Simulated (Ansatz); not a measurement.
# How the conductance of TaN/GaN/Mo changes with thickness, part 3 of 3

Aim: the conductance of TaN/GaN/Mo junctions as the barrier thickens. The lower electrode is TaN rock salt(001), the upper one Mo bcc(001); the barrier is GaN rock salt(001) (non-polar). In the first transport cell, after relaxation, the nearest pair of electrode and barrier is N–Ga at 2.14 Å, along the normal, at the lower face and Mo–N at 2.10 Å, along the normal, at the upper one. All share a net of side 3.125 Å, which strains the lower electrode by +0.0 %, the upper one by -0.8 % and the barrier by +3.5 %, against typed lattice constants near PBE's. The first steps treat the bulk electrodes alone.

Ansatz 0.2.0; PBE DFT, plane waves, PAW files (the session's first sound run).

So far, transmission at the Fermi level (a spin, zone mean): step 5 (T(E) of the junction) 0.00599; step 6 (39 atoms, atomic planes in the barrier 2, gap between the …) 0.0378; step 7 (41 atoms, atomic planes in the barrier 3, gap between the …) 0.0324; step 9 (45 atoms, atomic planes in the barrier 5, gap between the …) 0.0142.

**10. Conductance on a fine mesh, atomic planes in the barrier 6, gap between the electrodes 14.64 Å**

System of this step: TaN/GaN/Mo. The cell holds 47 atoms: 18 N, 12 Ta, 6 Ga and 11 Mo. Cell: a = 3.125 Å, b = 3.125 Å, c = 68.755 Å, α = 90.0°, β = 90.0°, γ = 90.0°. Regions: left electrode, 24 atoms (12 N and 12 Ta); barrier, 12 atoms (6 N and 6 Ga); right electrode, 11 atoms (11 Mo). Vacuum lies along c.

Contents of input.yaml:

```yaml
crystal:
  lattice:
    - [3.125, 0.0, 0.0]
    - [0.0, 3.125, 0.0]
    - [0.0, 0.0, 68.7550949636]
  atoms:
    - { symbol: "N", position: [0.5, 0.5, 0.1018106368] }
    - { symbol: Ta, position: [0.0, 0.0, 0.1018106368] }
    - { symbol: "N", position: [0.0, 0.0, 0.1339395292] }
    - { symbol: Ta, position: [0.5, 0.5, 0.1339395292] }
    - { symbol: "N", position: [0.5, 0.5, 0.1660684216] }
    - { symbol: Ta, position: [0.0, 0.0, 0.1660684216] }
    - { symbol: "N", position: [0.0, 0.0, 0.198197314] }
    - { symbol: Ta, position: [0.5, 0.5, 0.198197314] }
    - { symbol: "N", position: [0.5, 0.5, 0.2303262065] }
    - { symbol: Ta, position: [0.0, 0.0, 0.2303262065] }
    - { symbol: "N", position: [0.0, 0.0, 0.2624550989] }
    - { symbol: Ta, position: [0.5, 0.5, 0.2624550989] }
    - { symbol: "N", position: [0.5, 0.5, 0.2945839913] }
    - { symbol: Ta, position: [0.0, 0.0, 0.2945839913] }
    - { symbol: "N", position: [0.0, 0.0, 0.3267128837] }
    - { symbol: Ta, position: [0.5, 0.5, 0.3267128837] }
    - { symbol: "N", position: [0.5, 0.5, 0.3588417762] }
    - { symbol: Ta, position: [0.0, 0.0, 0.3588417762] }
    - { symbol: "N", position: [0.0, 0.0, 0.3909706686] }
    - { symbol: Ta, position: [0.5, 0.5, 0.3909706686] }
    - { symbol: "N", position: [0.5, 0.5, 0.423099561] }
    - { symbol: Ta, position: [0.0, 0.0, 0.423099561] }
    - { symbol: "N", position: [0.0, 0.0, 0.4578939809] }
    - { symbol: Ta, position: [0.5, 0.5, 0.4544797611] }
    - { symbol: "N", position: [0.5, 0.5, 0.4869779137] }
    - { symbol: Ga, position: [0.0, 0.0, 0.4889875499] }
    - { symbol: "N", position: [0.0, 0.0, 0.5183407593] }
    - { symbol: Ga, position: [0.5, 0.5, 0.5189292794] }
    - { symbol: "N", position: [0.5, 0.5, 0.5486089933] }
    - { symbol: Ga, position: [0.0, 0.0, 0.5491975135] }
    - { symbol: "N", position: [0.0, 0.0, 0.5788772274] }
    - { symbol: Ga, position: [0.5, 0.5, 0.5794657475] }
    - { symbol: "N", position: [0.5, 0.5, 0.6093186654] }
    - { symbol: Ga, position: [0.0, 0.0, 0.6095607776] }
    - { symbol: "N", position: [0.0, 0.0, 0.6386590178] }
    - { symbol: Ga, position: [0.5, 0.5, 0.6414097824] }
    - { symbol: Mo, position: [0.0, 0.0, 0.6691389768] }
    - { symbol: Mo, position: [0.5, 0.5, 0.6897062911] }
    - { symbol: Mo, position: [0.0, 0.0, 0.7128710769] }
    - { symbol: Mo, position: [0.5, 0.5, 0.7360358627] }
    - { symbol: Mo, position: [0.0, 0.0, 0.7592006485] }
    - { symbol: Mo, position: [0.5, 0.5, 0.7823654343] }
    - { symbol: Mo, position: [0.0, 0.0, 0.8055302201] }
    - { symbol: Mo, position: [0.5, 0.5, 0.8286950059] }
    - { symbol: Mo, position: [0.0, 0.0, 0.8518597916] }
    - { symbol: Mo, position: [0.5, 0.5, 0.8750245774] }
    - { symbol: Mo, position: [0.0, 0.0, 0.8981893632] }
kpoints:
  mp_grid: { grid: [10, 10, 1] }
scf:
  occupations: { method: fermi_dirac, width: 0.1 }
  max_iter: 150
hamiltonian:
  xc: pbe
output:
  transmission:
    kmesh: [26, 26]
    e_range: [-0.26, 0.27]
    de: 0.0375
    leads: [[10, 12], [41, 42]]
```

The run is started by

```
ansatz run input.yaml --threads 4 --pin off --max-ram 10240MiB --backend cpu --events-out ev --progress --plain --runs-dir out
```

It took 12 min on 4 threads of Arm Neoverse V1, shared host; peak memory 5.4 GiB.

G = 8.2e12 S/m² (1/G = 0.122 Ω µm²), 0.82 times the step before of this kind, a change inside the error estimates. The largest error estimate is 85 %, from the leads' potential steps. In the worse lead the potential repeats within 28 meV, which the program flags as too much for a lead, so G carries that doubt.

**11. Comparing the runs**

Times are for 4 threads of Arm Neoverse V1, shared host. The runs compared:

```csv
no.,gap between the electrodes (Å),junction conductance (S/m²),resistance-area product beyond the leads (Ω um²),time,memory (GiB)
1,6.32,2.54e13,0.03856,9 min,4.1
2,8.4,2.39e13,0.04108,9.3 min,4.5
3,10.48,8.86e12,0.1121,10 min,4.8
4,12.56,1.00e13,0.09889,12 min,5.1
5,14.64,8.19e12,0.1214,12 min,5.4
```

The runs together. The transmission, zone mean by energy, zero at the Fermi level:

| energy (eV) | 6.32 | 8.4 | 10.48 | 12.56 | 14.64 |
| --- | --- | --- | --- | --- | --- |
| -0.260 | 0.0410 | 0.0321 | 0.00893 | 0.0104 | 0.00431 |
| -0.223 | 0.0338 | 0.0259 | 0.0113 | 0.00541 | 0.00317 |
| -0.185 | 0.0342 | 0.0263 | 0.0127 | 0.00395 | 0.00212 |
| -0.147 | 0.0375 | 0.0250 | 0.0151 | 0.00381 | 0.00270 |
| -0.110 | 0.0292 | 0.0311 | 0.0114 | 0.00527 | 0.00297 |
| -0.072 | 0.0304 | 0.0303 | 0.0100 | 0.00809 | 0.00667 |
| -0.035 | 0.0318 | 0.0293 | 0.00768 | 0.0126 | 0.0122 |
| 0.003 | 0.0378 | 0.0324 | 0.00886 | 0.0142 | 0.00795 |
| 0.040 | 0.0273 | 0.0291 | 0.0175 | 0.0125 | 0.0113 |
| 0.077 | 0.0230 | 0.0248 | 0.0158 | 0.0141 | 0.0183 |
| 0.115 | 0.0271 | 0.0226 | 0.0167 | 0.00927 | 0.00806 |
| 0.152 | 0.0358 | 0.0248 | 0.0165 | 0.00609 | 0.00680 |
| 0.190 | 0.0497 | 0.0241 | 0.0192 | 0.00676 | 0.00546 |
| 0.228 | 0.0346 | 0.0221 | 0.0159 | 0.00535 | 0.00541 |
| 0.265 | 0.0353 | 0.0230 | 0.00997 | 0.00608 | 0.00495 |

**12. Decay with thickness**

This step: Fit of the logarithm of the conductance against the barrier's thickness, from PBE DFT, plane waves, PAW files (Ansatz 0.2.0).

No new run: the logarithm is fitted against the thickness.

This step gave:

```
decay constant of the conductance : 0.15 Å⁻¹
r.m.s. misfit of ln G             : 0.23
```

From the end points alone, β = ln(2.54e+13 / 8.19e+12) / 8.32 Å = 1.13 / 8.32 Å = 0.14 Å⁻¹. One end point carries an error estimate of 85 %; a factor of 1.9 on it would move β by 0.07 Å⁻¹.

**13. A repeat with changed settings, 43 atoms**

This step: PBE DFT, plane waves, PAW files; ballistic transmission by layer matching between semi-infinite leads; changed: magnetization = {"spin_polarized": true}, hamiltonian.pseudopotentials = {"kind": "paw", "source": "jth"} (Ansatz 0.2.0).

System of this step: TaN/GaN/Mo. The cell holds 43 atoms: 16 N, 12 Ta, 4 Ga and 11 Mo. Cell: a = 3.125 Å, b = 3.125 Å, c = 64.593 Å, α = 90.0°, β = 90.0°, γ = 90.0°. Regions: left electrode, 24 atoms (12 N and 12 Ta); barrier, 8 atoms (4 N and 4 Ga); right electrode, 11 atoms (11 Mo). Vacuum lies along c.

This run repeats an earlier one, its twin (the spectrum run, 4 atomic planes between the electrodes), with four settings changed (starting moments or atoms, hamiltonian.pseudopotentials.kind, hamiltonian.pseudopotentials.source, magnetization.spin_polarized; files written aside). It is meant to test how the run responds to these settings. Where the input is shown as a difference, that is against the step before, not the twin.

Contents of input.yaml:

```yaml
crystal:
  lattice:
    - [3.125, 0.0, 0.0]
    - [0.0, 3.125, 0.0]
    - [0.0, 0.0, 64.592904351]
  atoms:
    - { symbol: "N", position: [0.5, 0.5, 0.1083710366], spin: 0.2 }
    - { symbol: Ta, position: [0.0, 0.0, 0.1083710366], spin: 0.2 }
    - { symbol: "N", position: [0.0, 0.0, 0.1425702272], spin: 0.2 }
    - { symbol: Ta, position: [0.5, 0.5, 0.1425702272], spin: 0.2 }
    - { symbol: "N", position: [0.5, 0.5, 0.1767694178], spin: 0.2 }
    - { symbol: Ta, position: [0.0, 0.0, 0.1767694178], spin: 0.2 }
    - { symbol: "N", position: [0.0, 0.0, 0.2109686085], spin: 0.2 }
    - { symbol: Ta, position: [0.5, 0.5, 0.2109686085], spin: 0.2 }
    - { symbol: "N", position: [0.5, 0.5, 0.2451677991], spin: 0.2 }
    - { symbol: Ta, position: [0.0, 0.0, 0.2451677991], spin: 0.2 }
    - { symbol: "N", position: [0.0, 0.0, 0.2793669898], spin: 0.2 }
    - { symbol: Ta, position: [0.5, 0.5, 0.2793669898], spin: 0.2 }
    - { symbol: "N", position: [0.5, 0.5, 0.3135661804], spin: 0.2 }
    - { symbol: Ta, position: [0.0, 0.0, 0.3135661804], spin: 0.2 }
    - { symbol: "N", position: [0.0, 0.0, 0.347765371], spin: 0.2 }
    - { symbol: Ta, position: [0.5, 0.5, 0.347765371], spin: 0.2 }
    - { symbol: "N", position: [0.5, 0.5, 0.3819645617], spin: 0.2 }
    - { symbol: Ta, position: [0.0, 0.0, 0.3819645617], spin: 0.2 }
    - { symbol: "N", position: [0.0, 0.0, 0.4161637523], spin: 0.2 }
    - { symbol: Ta, position: [0.5, 0.5, 0.4161637523], spin: 0.2 }
    - { symbol: "N", position: [0.5, 0.5, 0.4503629429], spin: 0.2 }
    - { symbol: Ta, position: [0.0, 0.0, 0.4503629429], spin: 0.2 }
    - { symbol: "N", position: [0.0, 0.0, 0.4873994204], spin: 0.2 }
    - { symbol: Ta, position: [0.5, 0.5, 0.4837651976], spin: 0.2 }
    - { symbol: "N", position: [0.5, 0.5, 0.5183574425], spin: 0.2 }
    - { symbol: Ga, position: [0.0, 0.0, 0.5204965742], spin: 0.2 }
    - { symbol: "N", position: [0.0, 0.0, 0.5517412243], spin: 0.2 }
    - { symbol: Ga, position: [0.5, 0.5, 0.5523676671], spin: 0.2 }
    - { symbol: "N", position: [0.5, 0.5, 0.5841442256], spin: 0.2 }
    - { symbol: Ga, position: [0.0, 0.0, 0.5844019388], spin: 0.2 }
    - { symbol: "N", position: [0.0, 0.0, 0.6153751902], spin: 0.2 }
    - { symbol: Ga, position: [0.5, 0.5, 0.6183032067], spin: 0.2 }
    - { symbol: Mo, position: [0.0, 0.0, 0.6478191948], spin: 0.2 }
    - { symbol: Mo, position: [0.5, 0.5, 0.6697118107], spin: 0.2 }
    - { symbol: Mo, position: [0.0, 0.0, 0.6943692721], spin: 0.2 }
    - { symbol: Mo, position: [0.5, 0.5, 0.7190267335], spin: 0.2 }
    - { symbol: Mo, position: [0.0, 0.0, 0.7436841949], spin: 0.2 }
    - { symbol: Mo, position: [0.5, 0.5, 0.7683416563], spin: 0.2 }
    - { symbol: Mo, position: [0.0, 0.0, 0.7929991178], spin: 0.2 }
    - { symbol: Mo, position: [0.5, 0.5, 0.8176565792], spin: 0.2 }
    - { symbol: Mo, position: [0.0, 0.0, 0.8423140406], spin: 0.2 }
    - { symbol: Mo, position: [0.5, 0.5, 0.866971502], spin: 0.2 }
    - { symbol: Mo, position: [0.0, 0.0, 0.8916289634], spin: 0.2 }
kpoints:
  mp_grid: { grid: [10, 10, 1] }
scf:
  occupations: { method: fermi_dirac, width: 0.1 }
  max_iter: 150
hamiltonian:
  xc: pbe
  pseudopotentials: { kind: paw, source: jth }
output:
  transmission:
    kmesh: [12, 12]
    e_range: [-3, 3]
    de: 0.1
    leads: [[10, 12], [37, 38]]
  dos: { projected: true, e_range: [-6, 5], de: 0.05 }
  write_potential: true
  write_density: true
  volumetric_format: npy
magnetization:
  spin_polarized: true
```

The job ended after 8.7 s (4 threads; peak memory 1.2 GiB).

The program refused the input before any cycle.

The program's message: “Error: memory limit exceeded: the `cold-start seed` phase needs 56.18 GiB against the 9.60 GiB that it is held to where no share of the host's memory is typed; largest carriers: wavefunctions 52.48 Gi …”

**14. A check of the settings, 39 atoms**

This step: PBE DFT, plane waves, PAW files; ballistic transmission by layer matching between semi-infinite leads; changed: output.transmission.kmesh = [20, 20], output.transmission.kmesh = [20, 20] (Ansatz 0.2.0).

System of this step: TaN/GaN/Mo. The cell holds 39 atoms: 14 N, 12 Ta, 2 Ga and 11 Mo. Its edges and angles: a = 3.125 Å, b = 3.125 Å, c = 60.431 Å, α = 90.0°, β = 90.0°, γ = 90.0°. Regions: left electrode, 24 atoms (12 N and 12 Ta); barrier, 4 atoms (2 N and 2 Ga); right electrode, 11 atoms (11 Mo). Vacuum lies along c.

This run repeats an earlier one, its twin (the conductance run, 2 atomic planes between the electrodes), with one setting changed (output.transmission.kmesh; files written aside). It is meant to test whether the mesh across the current is converged. Where the input is shown as a difference, that is against the step before, not the twin.

Contents of input.yaml:

```yaml
crystal:
  lattice:
    - [3.125, 0.0, 0.0]
    - [0.0, 3.125, 0.0]
    - [0.0, 0.0, 60.4307137384]
  atoms:
    - { symbol: "N", position: [0.5, 0.5, 0.1158351369] }
    - { symbol: Ta, position: [0.0, 0.0, 0.1158351369] }
    - { symbol: "N", position: [0.0, 0.0, 0.1523898111] }
    - { symbol: Ta, position: [0.5, 0.5, 0.1523898111] }
    - { symbol: "N", position: [0.5, 0.5, 0.1889444852] }
    - { symbol: Ta, position: [0.0, 0.0, 0.1889444852] }
    - { symbol: "N", position: [0.0, 0.0, 0.2254991594] }
    - { symbol: Ta, position: [0.5, 0.5, 0.2254991594] }
    - { symbol: "N", position: [0.5, 0.5, 0.2620538335] }
    - { symbol: Ta, position: [0.0, 0.0, 0.2620538335] }
    - { symbol: "N", position: [0.0, 0.0, 0.2986085077] }
    - { symbol: Ta, position: [0.5, 0.5, 0.2986085077] }
    - { symbol: "N", position: [0.5, 0.5, 0.3351631818] }
    - { symbol: Ta, position: [0.0, 0.0, 0.3351631818] }
    - { symbol: "N", position: [0.0, 0.0, 0.371717856] }
    - { symbol: Ta, position: [0.5, 0.5, 0.371717856] }
    - { symbol: "N", position: [0.5, 0.5, 0.4082725301] }
    - { symbol: Ta, position: [0.0, 0.0, 0.4082725301] }
    - { symbol: "N", position: [0.0, 0.0, 0.4448272043] }
    - { symbol: Ta, position: [0.5, 0.5, 0.4448272043] }
    - { symbol: "N", position: [0.5, 0.5, 0.4813818785] }
    - { symbol: Ta, position: [0.0, 0.0, 0.4813818785] }
    - { symbol: "N", position: [0.0, 0.0, 0.5209692588] }
    - { symbol: Ta, position: [0.5, 0.5, 0.5170847273] }
    - { symbol: "N", position: [0.5, 0.5, 0.5540595276] }
    - { symbol: Ga, position: [0.0, 0.0, 0.5563459928] }
    - { symbol: "N", position: [0.0, 0.0, 0.588883996] }
    - { symbol: Ga, position: [0.5, 0.5, 0.5920136809] }
    - { symbol: Mo, position: [0.0, 0.0, 0.6235625949] }
    - { symbol: Mo, position: [0.5, 0.5, 0.6469630739] }
    - { symbol: Mo, position: [0.0, 0.0, 0.6733188282] }
    - { symbol: Mo, position: [0.5, 0.5, 0.6996745826] }
    - { symbol: Mo, position: [0.0, 0.0, 0.726030337] }
    - { symbol: Mo, position: [0.5, 0.5, 0.7523860913] }
    - { symbol: Mo, position: [0.0, 0.0, 0.7787418457] }
    - { symbol: Mo, position: [0.5, 0.5, 0.8050976] }
    - { symbol: Mo, position: [0.0, 0.0, 0.8314533544] }
    - { symbol: Mo, position: [0.5, 0.5, 0.8578091087] }
    - { symbol: Mo, position: [0.0, 0.0, 0.8841648631] }
kpoints:
  mp_grid: { grid: [10, 10, 1] }
scf:
  occupations: { method: fermi_dirac, width: 0.1 }
  max_iter: 150
hamiltonian:
  xc: pbe
output:
  transmission:
    kmesh: [20, 20]
    e_range: [-0.26, 0.27]
    de: 0.0375
    leads: [[10, 12], [33, 34]]
```

The job ended after 6.8 min (4 threads; peak memory 4.1 GiB).

Residual by cycle:

cycle, log10 residual and a bar from the least value:
```
        1        1.3 ##############################
        2       -0.4 ########################
        3       -1.4 ####################
        4       -2.4 #################
        5       -3.4 #############
        6       -4.1 ###########
        7       -5.2 #######
        8       -5.8 #####
        9       -6.6 ##
       10       -7.1
```

The run finished with changed settings (output.transmission.kmesh = [20, 20] and output.transmission.kmesh = [20, 20]); it serves as a test.

The conductance is 2.0e13 S/m² against 2.5e13 S/m² in the twin: a change of -23 %.

Side by side:

| quantity | this run | sound run | difference |
| --- | --- | --- | --- |
| transmission at the Fermi level (a spin, zone mean) | 0.019471 | 0.037825 | -0.0184 |
| channels of the lower lead | 1.85 | 1.8284 | 0.0216 |
| channels of the upper lead | 1.525 | 1.5592 | -0.0342 |
| ballistic conductance of the lower lead (S/m²) | 1.464e15 | 1.458e15 | 6.2e12 |
| ballistic conductance of the upper lead (S/m²) | 1.219e15 | 1.242e15 | -2.3e13 |
| junction conductance (S/m²) | 1.967e13 | 2.544e13 | -5.8e12 |
| resistance-area product beyond the leads (Ω um²) | 0.050076 | 0.038557 | 0.0115 |

One result that differs is the transmission at the Fermi level (a spin, zone mean), 0.0195 against 0.0378.

**15. What came out**

```yaml
1_g_at_6p32_a_gap: 0.0393 Ω um²
1_g_at_14p6_a_gap: 0.122 Ω um²
decay_constant_beta: 0.15 Å⁻¹
```

In words: A fit of ln G against d gives β = 0.15 Å⁻¹, and step by step the slopes are 0.03, 0.48, -0.06 and 0.10 Å⁻¹. They differ by more than a fifth, so the fit is an average; how much of this is a real bend and how much error of the runs wasn't traced. At the Fermi level the layers of the barrier in the wide-window run (4 planes) hold from 0.073 to 0.23 states an eV and atom: none is empty there, through tails of the electrodes' states or through bands of its own. The program's largest error estimate on these conductances is 94 %, from the mesh across the current, in the run that gave 1.0e13 S/m², so that value may be off by a large factor, and what is derived from it shares the doubt. In 5 of these 5 runs a lead's potential steps by more than 25 meV, which the program flags as too much. No spin-orbit coupling, phonons, disorder or image charges enter; the interfaces are ordered, one cell wide and lattice-matched by strain. Semilocal gaps are too small, which can bring a band edge of the barrier nearer to the Fermi level than it is.

[Logs are printed without paths, hosts, clocks, repeated set-up lines and the standing remarks that a program may print on its own settings, such as how far it seeks lower states.]

[Hosts, paths, dates, database ids (printed as entryN), source tags and the programs' standing remarks are cut or masked in the printed files.]
